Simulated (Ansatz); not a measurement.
```cif
data_C4Si2Ti6
_chemical_formula_sum 'Ti6 Si2 C4'
_space_group_name_H-M_alt 'P 1'
_space_group_IT_number 1
_cell_length_a 3.04249
_cell_length_b 3.04249
_cell_length_c 17.58113
_cell_angle_alpha 90.000
_cell_angle_beta 90.000
_cell_angle_gamma 120.000
loop_
_space_group_symop_operation_xyz
  'x, y, z'
loop_
_atom_site_label
_atom_site_type_symbol
_atom_site_fract_x
_atom_site_fract_y
_atom_site_fract_z
_atom_site_occupancy
Ti1 Ti 0.66667 0.33333 0.36520 1
Ti2 Ti 0.33333 0.66667 0.63480 1
Ti3 Ti 0.33333 0.66667 0.86520 1
Ti4 Ti 0.66667 0.33333 0.13480 1
Ti5 Ti 0.00000 0.00000 0.50000 1
Ti6 Ti 0.00000 0.00000 0.00000 1
Si1 Si 0.00000 0.00000 0.75000 1
Si2 Si 0.00000 0.00000 0.25000 1
C1 C 0.33333 0.66667 0.42784 1
C2 C 0.66667 0.33333 0.57216 1
C3 C 0.66667 0.33333 0.92784 1
C4 C 0.33333 0.66667 0.07216 1
```

Ti$_{3}$SiC$_{2}$ (P6_3/mmc), PBEsol, DFPT electron-phonon coupling, linearised Boltzmann equation (plane waves, PAW, scalar-relativistic; Ansatz, a program for electronic structure): the phonon-limited resistivity at 300 K is 14.5 μΩ·cm (x, the basal plane), 14.5 μΩ·cm (y, the basal plane), 19.4 μΩ·cm (z, c). Third figures are kept for the arithmetic.

Task: Bound the resistivity of a random, dense polycrystal without boundary scattering, and give the anisotropy.

Result: Largest over smallest: 1.34. Upper bound, grains in series: (14.5 + 14.5 + 19.4)/3 = 16.1 μΩ·cm. Lower bound, grains side by side: 3/Σ(1/ρ) = 15.8 μΩ·cm. The best single-crystal direction lies 8 % under the lower bound.

Task: The current-weighted mean free path is 12.1 nm along x and 8.72 nm along z. How does ρ₀ℓ differ between these directions?

Result: x: 14.5 × 12.1 = 17.5×10⁻¹⁶ Ω·m²; z: 19.4 × 8.72 = 16.9×10⁻¹⁶ Ω·m², a ratio of 1.04. The size effect in a wire also hangs on the velocities towards its walls, so the isotropic formulas don't carry over to this crystal.

A metal at this level (no band gap). Only scattering by harmonic phonons is included (no impurities, grain boundaries, electron-electron scattering or thermal expansion). Spin-orbit coupling is left out. Halving the electron mesh (32x32x8) moves the resistivity by up to 3 % at 300 K, the mean free path by up to 10 %. Smearing 0.20 eV; phonons on a 5x5x1 q mesh, which this run doesn't test.
